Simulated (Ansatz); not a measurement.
**Nudged elastic band run: Si$_{6}$O$_{11}$**

Input file:

```yaml
crystal:
  lattice:
    - [6.903997, -2.4346, 0.0]
    - [6.903997, 2.4346, 0.0]
    - [-5.505606, 0.0, 6.784189]
  atoms:
    - { symbol: Si, position: [0.00968893, 0.98984052, 0.75140788] }
    - { symbol: Si, position: [1.04208764, -0.02161415, 0.2767661] }
    - { symbol: Si, position: [0.93147583, 0.41217971, 0.16855416] }
    - { symbol: Si, position: [0.59036655, 0.08142366, 0.34830987] }
    - { symbol: Si, position: [0.06025149, 0.59563802, 0.83456583] }
    - { symbol: Si, position: [0.375675, 0.92219283, 0.61625858] }
    - { symbol: O, position: [0.23284037, 0.37025916, 0.30366922] }
    - { symbol: O, position: [0.64252836, 0.77300372, 0.20721938] }
    - { symbol: O, position: [0.74485096, 0.66918933, 0.67664331] }
    - { symbol: O, position: [0.31459673, 0.23248766, 0.77023599] }
    - { symbol: O, position: [0.9234098, 0.28198337, 0.93906497] }
    - { symbol: O, position: [0.70250847, 0.09102726, 0.57544161] }
    - { symbol: O, position: [0.09297179, 0.70708254, 0.0704632] }
    - { symbol: O, position: [0.92796618, 0.2470289, 0.23198078] }
    - { symbol: O, position: [0.75322585, 0.11737203, 0.31315676] }
    - { symbol: O, position: [0.14040637, 0.72527008, 0.80716516] }
    - { symbol: O, position: [0.2611261, 0.86100845, 0.68079029] }
basis:
  ecutwfc: 420.0
kpoints:
  mp_grid: { grid: [2, 2, 2] }
hamiltonian:
  xc: pbesol
  pseudopotentials: { kind: paw, azcp: { folder: soft_1 } }
scf:
  occupations: { method: fermi_dirac, width: 0.05 }
  lower_state_search: "off"
neb:
  images: 7
  f_tol: 0.05
  initial_path: idpp
  max_iterations: 43
  spring: { min: 2.0, max: 10.0 }
  final_atoms:
    - { symbol: Si, position: [0.0088255, 0.99170712, 0.74887015] }
    - { symbol: Si, position: [1.02114778, -0.04138043, 0.22353398] }
    - { symbol: Si, position: [0.91783783, 0.41067303, 0.15192541] }
    - { symbol: Si, position: [0.58702995, 0.06947316, 0.33147103] }
    - { symbol: Si, position: [0.07664675, 0.625324, 0.88379017] }
    - { symbol: Si, position: [0.4034254, 0.94065554, 0.66586291] }
    - { symbol: O, position: [0.22622655, 0.35864771, 0.29272252] }
    - { symbol: O, position: [0.62888205, 0.76815513, 0.19642858] }
    - { symbol: O, position: [0.76645642, 0.6861456, 0.73042404] }
    - { symbol: O, position: [0.32988092, 0.25622806, 0.82353003] }
    - { symbol: O, position: [0.90769368, 0.29886658, 0.92476284] }
    - { symbol: O, position: [0.71703046, 0.07777871, 0.56097483] }
    - { symbol: O, position: [0.29240932, 0.90733326, 0.42989351] }
    - { symbol: O, position: [0.88251566, 0.24762286, 0.18754659] }
    - { symbol: O, position: [0.75223806, 0.07269607, 0.26789493] }
    - { symbol: O, position: [0.13740204, 0.74012199, 0.81915483] }
    - { symbol: O, position: [0.27375104, 0.86095101, 0.69361357] }
  order_check: true
```

Command:

```bash
$ ansatz run input.yaml --threads 1 --pin off --max-ram 3072MiB --backend cpu --events-out ev --progress --plain --runs-dir out
```

Output, in part (warnings, iteration lines):

```
NEB end point (image 0): max|allowed force component| = 1.435e-2 eV/Å (the criterion of neb.relax_end_points is 1.000e-2)
NEB end point (image 8): max|allowed force component| = 2.174e-2 eV/Å (the criterion of neb.relax_end_points is 1.000e-2)
NEB iter   1: max|band force component| = 9.077e0 eV/Å  barrier→ = 5.9360 eV  barrier← = 5.9360 eV  Δτ_max = 0.1953 Å  (98 SCF iters)
NEB iter   2: max|band force component| = 4.037e0 eV/Å  barrier→ = 5.1834 eV  barrier← = 5.1833 eV  Δτ_max = 0.1930 Å  (64 SCF iters)
NEB iter   3: max|band force component| = 8.544e-1 eV/Å  barrier→ = 4.8656 eV  barrier← = 4.8656 eV  Δτ_max = 0.0896 Å  (62 SCF iters)
NEB iter   4: max|band force component| = 7.298e-1 eV/Å  barrier→ = 4.7787 eV  barrier← = 4.7787 eV  Δτ_max = 0.0655 Å  (55 SCF iters)
NEB iter   5: max|band force component| = 5.217e-1 eV/Å  barrier→ = 4.7158 eV  barrier← = 4.7158 eV  Δτ_max = 0.0897 Å  (55 SCF iters)
NEB iter   6: max|band force component| = 1.485e0 eV/Å  barrier→ = 4.6391 eV  barrier← = 4.6390 eV  CI = image 4  Δτ_max = 0.0843 Å  (58 SCF iters)
NEB iter   7: max|band force component| = 5.360e-1 eV/Å  barrier→ = 4.7345 eV  barrier← = 4.7345 eV  CI = image 4  Δτ_max = 0.0447 Å  (59 SCF iters)
NEB iter   8: max|band force component| = 1.139e-1 eV/Å  barrier→ = 4.7335 eV  barrier← = 4.7334 eV  CI = image 4  Δτ_max = 0.0313 Å  (54 SCF iters)
[... lines left out ...]
NEB iter  15: max|band force component| = 1.188e-1 eV/Å  barrier→ = 4.7171 eV  barrier← = 4.7170 eV  CI = image 4  Δτ_max = 0.0217 Å  (49 SCF iters)
NEB iter  16: max|band force component| = 2.090e-1 eV/Å  barrier→ = 4.7167 eV  barrier← = 4.7167 eV  CI = image 4  Δτ_max = 0.0109 Å  (49 SCF iters)
NEB iter  17: max|band force component| = 1.047e-1 eV/Å  barrier→ = 4.7159 eV  barrier← = 4.7158 eV  CI = image 4  Δτ_max = 0.0062 Å  (42 SCF iters)
```

The forces met the threshold. The band force fell under the threshold earlier too, but the program's further tests of the path sent the band on. Neighbouring images differ by up to 1.9 eV, so the band resolves the path poorly. By the program's own check the climbing image is of a kind that is not told: the force calls were inconclusive, a negative curvature could not be distinguished from the path's own, the only one lies far off the path, or fixed occupations may fill a level only in part (lowest curvatures found: -28.86 and -0.07 eV/Å²). Limits of this set-up: coarse k mesh, PAW files made for another functional.

Final band (atoms are numbered from 1 in the order of the input):

```json
{"image": "0", "path coordinate (Å)": "0.00", "energy (eV)": "0.00", "Si2–Si6 (Å)": "2.49", "Si5–O13 (Å)": "1.64", "Si2–Si5 (Å)": "3.16"}
{"image": "1", "path coordinate (Å)": "0.87", "energy (eV)": "0.70", "Si2–Si6 (Å)": "2.53", "Si5–O13 (Å)": "1.76", "Si2–Si5 (Å)": "3.05"}
{"image": "2", "path coordinate (Å)": "1.31", "energy (eV)": "2.56", "Si2–Si6 (Å)": "2.51", "Si5–O13 (Å)": "2.23", "Si2–Si5 (Å)": "3.13"}
{"image": "3", "path coordinate (Å)": "1.64", "energy (eV)": "3.94", "Si2–Si6 (Å)": "2.59", "Si5–O13 (Å)": "2.58", "Si2–Si5 (Å)": "3.11"}
{"image": "4", "path coordinate (Å)": "1.91", "energy (eV)": "4.72", "Si2–Si6 (Å)": "2.77", "Si5–O13 (Å)": "2.78", "Si2–Si5 (Å)": "2.94"}
{"image": "5", "path coordinate (Å)": "2.16", "energy (eV)": "3.93", "Si2–Si6 (Å)": "2.94", "Si5–O13 (Å)": "2.92", "Si2–Si5 (Å)": "2.75"}
{"image": "6", "path coordinate (Å)": "2.45", "energy (eV)": "2.36", "Si2–Si6 (Å)": "3.03", "Si5–O13 (Å)": "3.13", "Si2–Si5 (Å)": "2.61"}
{"image": "7", "path coordinate (Å)": "2.86", "energy (eV)": "0.58", "Si2–Si6 (Å)": "3.04", "Si5–O13 (Å)": "3.48", "Si2–Si5 (Å)": "2.56"}
{"image": "8", "path coordinate (Å)": "3.68", "energy (eV)": "0.00", "Si2–Si6 (Å)": "3.16", "Si5–O13 (Å)": "3.73", "Si2–Si5 (Å)": "2.49"}
```

The run took 16 min on 1 thread of Arm Neoverse V1, on a shared host, peak memory 0.88 GiB.
